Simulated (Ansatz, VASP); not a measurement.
One calculation of TaN, two programs

```
CELL_PARAMETERS angstrom
5.19600 0.00000 0.00000
-2.59800 4.49987 0.00000
0.00000 0.00000 2.91100
ATOMIC_POSITIONS crystal
Ta 0.00000 0.00000 0.00000
Ta 0.66667 0.33333 0.50000
Ta 0.33333 0.66667 0.50000
N 0.00000 0.39285 0.00000
N 0.60715 0.60715 0.00000
N 0.39285 0.00000 0.00000
```

Alike in both runs: functional r2SCAN; k mesh 6 × 6 × 9; occupations fermi-dirac, width 0.05 eV; no spin polarisation.

```csv
,VASP,Ansatz
version,VASP 6.6.1,Ansatz 0.2.0
potentials or method,"VASP PAW PBE potentials, release 64 (Ta_pv, N)",Ansatz PAW
plane-wave cutoff (eV),520,500
valence electrons in the cell,48,54
task,single point,band structure
```

Ansatz gave:

| Item | Value |
| --- | --- |
| gap on the k mesh at the Fermi level (eV) | none |
| pressure (GPa) | 0.3 |
| largest component of the traceless stress (GPa) | 0.26 |
| rms of the force components (eV/Å) | 0.013 |

Task: What did VASP give for the same quantities?

Result: gap on the k mesh at the Fermi level (eV): none; pressure (GPa): 1.9; largest component of the traceless stress (GPa): 0.38; rms of the force components (eV/Å): 0.010.

Atom by atom the forces differ by 0.003 eV/Å (rms over components). A gap of «none» marks a metal or a gap that the smearing closes. The two sets of potentials don't hold the same shells in valence.

Caveats: the PAW data sets were made with another functional, which shifts forces and pressure a little (VASP); spin-orbit coupling is left out, which moves the levels of the heavy elements (Ansatz); the PAW data sets come from PBE, with cores solved anew for the run's functional, which leaves a small shift of forces and pressure (Ansatz). Spin-orbit coupling is left out, which matters for the levels of Ta.
